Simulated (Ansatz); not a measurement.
# Band gap of TiO2 (C2/m) from density functionals to GW, part 2 of 2

What gap does each level of theory give for TiO2 (C2/m), and in what time?

Ansatz 0.2.0; density functionals, hybrids and G0W0, plane waves, PAW. Known limits of the many-body steps: finite bands, screening cutoff and k mesh; no spin-orbit coupling in G0W0.

So far. Step 4 (HSE06 on the 4×4×2 mesh): Over mesh and listed points the gap is 4.271 eV, from k = (-0.714, -0.286, 0.500) to k = Γ. The least direct gap found is 4.468 eV, at k = (-0.100, -0.100, 0.000). On the 4×4×2 mesh alone the same run gives 4.285 eV, so that mesh misses an edge of HSE06: 4.285 − 4.271 = +0.014 eV. HSE06 against LDA: 4.271 − 2.657 = +1.614 eV. The runs also differ in mesh (6×6×4 and 4×4×2), so how much of this comes from the functional alone is not known.

In doubt: masses and optical values from hybrid runs of this build are listed as unsure (step 7), which bears on the screening that GW takes from such a start.

## Step 6: G0W0@LDA, 4×4×2 mesh, 804 empty bands, screening to 180 eV, PAW set soft_1 files

G0W0 replaces the xc potential by a self-energy built once from the orbitals of the start. Levels are corrected in the window of bands that the input names, at points of the mesh.

This step: G0W0 on LDA, plane waves, PAW; PAW set soft_1.

File input.yaml:

```yaml
crystal:
  lattice:
    - [6.1535771931, -1.8834685, 0.0]
    - [6.1535771931, 1.8834685, 0.0]
    - [-1.9283261078, 0.0, 6.3289668713]
  atoms:
    - { symbol: Ti, position: [0.804714, 0.804714, 0.716238] }
    - { symbol: Ti, position: [0.099929, 0.099929, 0.710398] }
    - { symbol: Ti, position: [0.195286, 0.195286, 0.283762] }
    - { symbol: Ti, position: [0.900071, 0.900071, 0.289602] }
    - { symbol: O, position: [0.0583525, 0.0583525, 0.369979] }
    - { symbol: O, position: [0.638069, 0.638069, 0.706603] }
    - { symbol: O, position: [0.1328115, 0.1328115, 0.004709] }
    - { symbol: O, position: [0.9416475, 0.9416475, 0.630021] }
    - { symbol: O, position: [0.7365115, 0.7365115, 0.3475] }
    - { symbol: O, position: [0.8671885, 0.8671885, 0.995291] }
    - { symbol: O, position: [0.2634885, 0.2634885, 0.6525] }
    - { symbol: O, position: [0.361931, 0.361931, 0.293397] }
kpoints:
  mp_grid: { grid: [4, 4, 2] }
hamiltonian:
  xc: lda
  pseudopotentials: { kind: paw, azcp: { folder: soft_1 }, xc_functional: pbe }
scf:
  occupations: { method: fixed }
gw:
  n_empty_bands: 804
  ecut_chi: 180.0
  qp_bands: [v4, c4]
  qp_kpoints: band_edges
  screening: { model: contour_deformation }
```

On the command line:

```console
$ ansatz run input.yaml --threads 3 --pin off --max-ram 92160MiB --backend cuda --events-out ev --progress --plain --runs-dir out --devices 1 --max-vram 13GiB
```

Numbers of over 12 decimals in the logs are rounded to 6 here.

Log:

```text
GPUs: using 1 of 1 available (devices: 1).
[...]
GPU FFT provider: cuFFT
GPU libraries: cuBLAS 13.8.2, cuFFT 12.4.0, cuSOLVER 12.3.4
Crystal: 12 atoms, lattice volume = 146.706 Å³
Basis set: ecut = 420 eV, 2869 PW (Γ)
Bands: 60, of which v1, the nominal top of the filled ones, is band 48 counted from 1 (47 counted from 0)
Symmetry: 4 space group operations
[...]
k-points: 14 of 32
[...]
0    52      8.9740   -14.1756    -7.1433   -22.7479  0.7085    10.4546    10.4030  root
[...]
13    49      8.6306   -13.5954    -6.9280   -21.8942  0.7132    10.0460    10.0014  root
    13    50      8.7454   -13.6158    -7.3780   -22.4204  0.7070    10.2243    10.1721  root
    13    51      8.8792   -13.3503    -7.4030   -22.1617  0.7062    10.3395    10.2876  root
    13    52      9.0433   -13.6137    -7.2339   -22.2536  0.7062    10.5015    10.4494  root
[key lines of the parts left out:]
SCF converged after 13 iterations
Free energy (F): -14260.539991 eV
Fermi energy:    5.701943 eV
```

Wall time 93 s (1 × NVIDIA H100 80GB HBM3 (shared by 6 runs) with 3 threads of AMD EPYC 7R13 (Zen 3), shared host); peak memory 3.1 GiB.

This step gave:

```yaml
bands_summed: 852
rpa_eps_infinity_on_this_mesh_eigenvalues: 5.870, 6.107, 6.237
plane_waves_in_the_screening_matrix: 797
g0w0_gap_over_the_corrected_points: 4.381 eV
k_of_the_valence_top: 0.25, -0.25, -0.5
k_of_the_conduction_bottom: 0, 0, 0
starting_gap_on_the_mesh: 2.669 eV
z_at_the_valence_top: 0.7030
z_at_the_conduction_bottom: 0.7159
least_direct_g0w0_gap_over_the_corrected_points: 4.583 eV
```

Over all 14 irreducible mesh points the G0W0 gap is 4.381 eV, from k = (0.250, -0.250, -0.500) to k = Γ. The LDA gap of this run on the mesh is 2.669 eV. The two states that bound the G0W0 gap lie that far apart at the start, so the correction of the gap is 4.381 − 2.669 = +1.712 eV.

## Step 7: G0W0@HSE06, 4×4×2 mesh, 373 empty bands, screening to 108 eV, PAW set soft_1 files

This step: G0W0 on HSE06, plane waves, PAW; PAW set soft_1.

Edit input.yaml of step 6 so:

```diff
@@ -21,4 +21,4 @@
 hamiltonian:
-  xc: lda
-  pseudopotentials: { kind: paw, azcp: { folder: soft_1 }, xc_functional: pbe }
+  xc: hse06
+  pseudopotentials: { kind: paw, azcp: { folder: soft_1 } }
 scf:
@@ -26,4 +26,4 @@
 gw:
-  n_empty_bands: 804
-  ecut_chi: 180.0
+  n_empty_bands: 373
+  ecut_chi: 108
   qp_bands: [v4, c4]
```

Log:

```text
GPUs: using 1 of 1 available (devices: 1).
[...]
GPU FFT provider: cuFFT
GPU libraries: cuBLAS 13.8.2, cuFFT 12.4.0, cuSOLVER 12.3.4
Crystal: 12 atoms, lattice volume = 146.706 Å³
Basis set: ecut = 420 eV, 2869 PW (Γ)
Bands: 60, of which v1, the nominal top of the filled ones, is band 48 counted from 1 (47 counted from 0)
Symmetry: 4 space group operations
[...]
k-points: 14 of 32
[...]
0    51      9.9459   -13.4309    -5.9548   -20.2436  0.7610    10.8142    10.8038  root
     0    52      9.9686   -13.5638    -6.2727   -20.6977  0.7570    10.8405    10.8297  root
[...]
13    49      9.6238   -12.9603    -6.0728   -19.8256  0.7615    10.4250    10.4163  root
    13    50      9.7733   -13.0046    -6.4837   -20.2960  0.7550    10.5907    10.5810  root
    13    51      9.9624   -12.6913    -6.5770   -20.0438  0.7536    10.7469    10.7378  root
    13    52     10.0837   -13.0190    -6.3490   -20.1838  0.7550    10.9096    10.8995  root
[key lines of the parts left out:]
Free energy (F): -14551.860776 eV
Fermi energy:    5.095332 eV
```

Wall time 98 s (1 × NVIDIA H100 80GB HBM3 (shared by 6 runs) with 3 threads); peak memory 2.3 GiB; 2.3 min of CPU time.

This step gave:

```yaml
bands_summed: 421
rpa_eps_infinity_on_this_mesh_eigenvalues: 4.225, 4.328, 4.513
plane_waves_in_the_screening_matrix: 375
g0w0_gap_over_the_corrected_points: 4.721 eV
k_of_the_valence_top: 0.25, -0.25, -0.5
k_of_the_conduction_bottom: 0, 0, 0
starting_gap_on_the_mesh: 4.285 eV
z_at_the_valence_top: 0.7553
z_at_the_conduction_bottom: 0.7624
least_direct_g0w0_gap_over_the_corrected_points: 4.917 eV
```

Over all 14 irreducible mesh points the G0W0 gap is 4.721 eV, from k = (0.250, -0.250, -0.500) to k = Γ. The HSE06 gap of this run on the mesh is 4.285 eV. The two states that bound the G0W0 gap lie that far apart at the start, so the correction of the gap is 4.721 − 4.285 = +0.436 eV. G0W0@HSE06 against G0W0@LDA with 421 bands (a further run, in the table below): 4.721 − 4.362 = +0.359 eV, with the same mesh, files and cutoffs, and both edges at the same k points.

## Step 8: G0W0@r2SCAN, 4×4×2 mesh, 373 empty bands, screening to 108 eV, PAW set soft_1 files

This step: G0W0 on r2SCAN, plane waves, PAW; PAW set soft_1.

Edit input.yaml of step 7 so:

```diff
@@ -21,3 +21,3 @@
 hamiltonian:
-  xc: hse06
+  xc: r2scan
   pseudopotentials: { kind: paw, azcp: { folder: soft_1 } }
```

Log:

```text
GPUs: using 1 of 1 available (devices: 1).
[...]
GPU FFT provider: cuFFT
GPU libraries: cuBLAS 13.8.2, cuFFT 12.4.0, cuSOLVER 12.3.4
Crystal: 12 atoms, lattice volume = 146.706 Å³
Basis set: ecut = 500 eV, 3713 PW (Γ), exchange–correlation on 192×192×200 points (64 copies of the dense FFT grid, shifted against one another)
Bands: 60, of which v1, the nominal top of the filled ones, is band 48 counted from 1 (47 counted from 0)
[...]
0    52      9.4032   -13.9327    -6.4207   -21.6397  0.7253    10.7249    10.6896  root
[...]
13    49      9.0917   -13.4552    -6.5805   -21.2592  0.7258    10.3463    10.3152  root
    13    50      9.1992   -13.4828    -6.9795   -21.7256  0.7198    10.4978    10.4625  root
    13    51      9.3516   -13.2301    -7.0279   -21.5044  0.7186    10.6331    10.5979  root
    13    52      9.4978   -13.5136    -6.8379   -21.6201  0.7192    10.8028    10.7663  root
[key lines of the parts left out:]
SCF converged after 13 iterations
Free energy (F): -14585.218851 eV
Fermi energy:    5.724549 eV
```

It took 54 s on 1 × NVIDIA H100 80GB HBM3 (shared by 6 runs) with 3 threads; peak memory 2.1 GiB.

This step gave:

```yaml
bands_summed: 421
rpa_eps_infinity_on_this_mesh_eigenvalues: 5.154, 5.354, 5.469
plane_waves_in_the_screening_matrix: 375
g0w0_gap_over_the_corrected_points: 4.307 eV
k_of_the_valence_top: 0.25, -0.25, -0.5
k_of_the_conduction_bottom: 0, 0, 0
starting_gap_on_the_mesh: 3.115 eV
z_at_the_valence_top: 0.7216
z_at_the_conduction_bottom: 0.7280
least_direct_g0w0_gap_over_the_corrected_points: 4.503 eV
```

Over all 14 irreducible mesh points the G0W0 gap is 4.307 eV, from k = (0.250, -0.250, -0.500) to k = Γ. The r2SCAN gap of this run on the mesh is 3.115 eV. The two states that bound the G0W0 gap lie that far apart at the start, so the correction of the gap is 4.307 − 3.115 = +1.192 eV. G0W0@r2SCAN against G0W0@HSE06 with 421 bands: 4.307 − 4.721 = −0.414 eV. The runs also differ in plane-wave cutoff (420 eV and 500 eV), so how much of this comes from the start alone is not known.

## Step 9: All levels together

Each gap is the least one over the points named; times are wall times on shared hosts, not benchmarks. A G0W0 time includes the run's own self-consistent start. Runs with listed points see these and the mesh alone, so an edge that moves elsewhere is missed. Rows marked * are further runs, not shown as steps, whose inputs differ from the G0W0 step on the same start in the columns given; solver thresholds can differ too. Rows marked ? have an edge level that the program doubts.

```tsv
level	mesh	files, cutoff	bands summed, screening	points	gap (eV)	valence top	conduction bottom	least direct gap (eV)	time
LDA	6×6×4	soft_1 PAW, 420 eV	-	mesh and path	2.657	(-0.714, -0.286, 0.500)	Γ	2.842	19 s
r2SCAN	6×6×4	soft_1 PAW, 500 eV	-	mesh and listed points	3.105	(-0.714, -0.286, 0.500)	Γ	3.298	18 s
HSE06	4×4×2	soft_1 PAW, 420 eV	-	mesh and listed points	4.271	(-0.714, -0.286, 0.500)	Γ	4.468	50 s
PBE0	4×4×2	soft_1 PAW, 420 eV	-	mesh and listed points	5.031	(-0.714, -0.286, 0.500)	Γ	5.224	33 s
G0W0@LDA*?	4×4×2	soft_1 PAW, 420 eV	180, 54 eV	all 14 irreducible mesh points	4.557	(0.250, -0.250, -0.500)	Γ	4.782	12 s
G0W0@LDA*	4×4×2	soft_1 PAW, 420 eV	421, 108 eV	all 14 irreducible mesh points	4.362	(0.250, -0.250, -0.500)	Γ	4.573	20 s
G0W0@LDA	4×4×2	soft_1 PAW, 420 eV	852, 180 eV	all 14 irreducible mesh points	4.381	(0.250, -0.250, -0.500)	Γ	4.583	93 s
G0W0@HSE06	4×4×2	soft_1 PAW, 420 eV	421, 108 eV	all 14 irreducible mesh points	4.721	(0.250, -0.250, -0.500)	Γ	4.917	98 s
G0W0@r2SCAN	4×4×2	soft_1 PAW, 500 eV	421, 108 eV	all 14 irreducible mesh points	4.307	(0.250, -0.250, -0.500)	Γ	4.503	54 s
```

## Step 10: Results

| Item | Value |
| --- | --- |
| LDA, over mesh and path | 2.657 eV |
| r2SCAN, over mesh and listed points | 3.105 eV |
| HSE06, over mesh and listed points | 4.271 eV |
| PBE0, over mesh and listed points | 5.031 eV |
| G0W0@LDA (852 bands, 4×4×2), over all 14 irreducible mesh points | 4.381 eV |
| G0W0@HSE06, over all 14 irreducible mesh points | 4.721 eV |
| G0W0@r2SCAN, over all 14 irreducible mesh points | 4.307 eV |
| known limits | finite bands, screening cutoff and k mesh; no spin-orbit coupling in G0W0 |

**Reading.** The rows run from 2.657 eV (LDA) to 5.031 eV (PBE0). They differ in mesh, plane-wave cutoff, bands and screening cutoff of G0W0 and the points over which the gap was sought as well as in level, so only pairs that share these are like for like. PBE0 against HSE06: 5.031 − 4.271 = +0.760 eV, with the same mesh, files and cutoff, and both edges at the same k points. G0W0@HSE06 against G0W0@LDA with 421 bands: 4.721 − 4.362 = +0.359 eV, with the same mesh, files and cutoffs, and both edges at the same k points. G0W0@LDA (852 bands, 4×4×2) moves the gap of its own start on the mesh by 4.381 − 2.669 = +1.712 eV, between the same two levels. Over mesh and path, LDA puts the valence top at k = (-0.714, -0.286, 0.500), where no G0W0 correction was computed. The G0W0 gap over the whole zone is therefore not known from this run; at its settings it can only be equal to or under the 4.381 eV found, and no correction is carried over from another point. For the start itself the gap is 2.657 eV over mesh and path and 2.669 eV on the mesh of the G0W0 run, in runs that differ in mesh (6×6×4 and 4×4×2). G0W0@HSE06 moves the gap of its own start on the mesh by 4.721 − 4.285 = +0.436 eV, between the same two levels. Over mesh and listed points, HSE06 puts the valence top at k = (-0.714, -0.286, 0.500), where no G0W0 correction was computed. The G0W0 gap over the whole zone is therefore not known from this run; at its settings it can only be equal to or under the 4.721 eV found, and no correction is carried over from another point. For the start itself the gap is 4.271 eV over mesh and listed points and 4.285 eV on the mesh of the G0W0 run. G0W0@r2SCAN moves the gap of its own start on the mesh by 4.307 − 3.115 = +1.192 eV, between the same two levels. Over mesh and listed points, r2SCAN puts the valence top at k = (-0.714, -0.286, 0.500), where no G0W0 correction was computed. The G0W0 gap over the whole zone is therefore not known from this run; at its settings it can only be equal to or under the 4.307 eV found, and no correction is carried over from another point. For the start itself the gap is 3.105 eV over mesh and listed points and 3.115 eV on the mesh of the G0W0 run, in runs that differ in mesh (6×6×4 and 4×4×2). For G0W0@LDA: from 180 bands and 54 eV to 852 bands and 180 eV the gap moves by 4.381 − 4.557 = −0.176 eV (rung by rung 4.557, 4.362, 4.381 eV); bands and screening cutoff rise together, so their parts are not told apart. An edge row is in doubt in the run with 180 bands, so no limit is drawn and it is not known. The other G0W0 rows are shown at one basis each (421 bands), so their distance from the limit is not known here. The G0W0 runs are scalar-relativistic. No pair of G0W0 runs that differ in the mesh alone is shown (4×4×2 is a supercell whose nearest images lie 13 Å apart), so the error from the mesh is not known here. G0W0@LDA runs of this series with other atomic data on the same mesh, not shown as steps, give 4.365 eV (hard PAW, 930 eV, 421 bands, screening to 108 eV; the table's row with the same empty bands and screening cutoff has 4.362 eV); where bands and cutoffs differ too, the part of the files is not isolated.

[Paths, hosts, dates, memory and timing lines, banners, echoed tables and standing remarks are left out of the program output.]

[Logs are printed without paths, hosts, clocks, repeated set-up lines and the standing remarks that a program may print on its own settings, such as how far it seeks lower states.]

[Runs of the session that timed out or met a known fault of the program may be left out.]

[Cells called generated may have been cut or substituted from an entry of the Crystallography Open Database or the Materials Project.]

[Hosts, paths, dates, database ids (printed as entryN), source tags and the programs' standing remarks are cut or masked in the printed files.]

[Where an RPA ε∞ is given, it is that of the G0W0 mesh and is not shown converged in it. Names of k-points follow the symmetry that the program found, which can be lower than the space group named. Band edges on a path are those of the sampled points; other points can move an edge, and change direct to indirect where valleys lie close.]

[Hybrid gaps are those of their k-mesh and are not shown converged in it.]
